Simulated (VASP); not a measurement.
Runs of VASP 6.6.1 on Sb. Symmetry: P2_1/m, No. 11, monoclinic system. Conventional cell: a = 3.122 Å, b = 4.348 Å, c = 4.406 Å, α = 90.00°, β = 90.51°, γ = 90.00°. Around Sb (site symmetry m) lie 6 Sb at 3.04 to 3.15 Å. This isn't the form of Sb at room conditions, which is rhombohedral.

| share of exact exchange | gap on the mesh (eV) | pressure (GPa) | largest force (eV/Å) |
| --- | --- | --- | --- |
| 0.2 | none | -1.6 | 0.24 |
| 0.5 | none | -8.0 | (a) |
| 0.25 | none | -2.4 | 0.28 |
| 0.4 | none | -5.4 | 0.44 |
| 0.1 | none | (b) | 0.17 |
| 0.15 | none | -0.8 | 0.20 |
| 0.3 | none | -3.4 | 0.33 |
| 0.05 | none | 0.7 | 0.14 |

Alike in all rows: task single point; level PBE0(alpha); potentials or basis VASP PAW PBE potentials, release 64 (Sb); no spin polarisation; cell as given; k mesh 5 × 3 × 3; cutoff (eV) 520; smearing fermi-dirac 0.05 eV; the mesh is coarse, so values aren't converged.

Q: Fill in the values left out.

A: (a) 0.59; (b) 0.0.

Caveats: all runs use coarse meshes; the PAW data sets were made with another functional, which shifts forces and pressure a little.

A k mesh can miss the band edges, and the runs leave out spin-orbit coupling on Sb.

A gap of «none» marks a metal or a gap under the smearing width.
